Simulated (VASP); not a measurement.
SnSe, 8 atoms in the cell. The cell holds a slab with vacuum, 8 atoms: a = 4.257 Å, b = 4.257 Å, c = 24.030 Å, α = 90.00°, β = 90.00°, γ = 90.00°.  The cell isn't the ideal one: the (1 0 0) slab of SnSe, cut from the database cell, not relaxed.

```yaml
Program: VASP 6.6.1
Task: single point
Functional: PBE
Potentials_or_basis: VASP PAW PBE potentials, release 64 (Sn_d, Se)
Cutoff: 520 eV
k_mesh: 6 × 6 × 1
Occupations: fermi-dirac, width 0.05 eV
Spin: no spin polarisation
Dipole_correction: yes
Further_INCAR_settings: ALGO = Normal; EDIFF = 1e-07; NBANDS = 50
```

Potentials or basis: VASP PAW PBE potentials, release 64 (Sn_d, Se).

Launch:

```bash
$ cat potpaw_PBE.64/Sn_d/POTCAR potpaw_PBE.64/Se/POTCAR > POTCAR
$ mpirun -np 1 vasp_std > vasp.out
```

Hardware: 1 thread of AMD EPYC 9R45 (Zen 5), on a shared host.

Problem. How long does it take, and how much memory?

Solution. Run time: 3.9 min on 1 thread of AMD EPYC 9R45 (Zen 5), on a shared host, peak memory 0.47 GiB. Counts: scf iterations 23, k points 10.
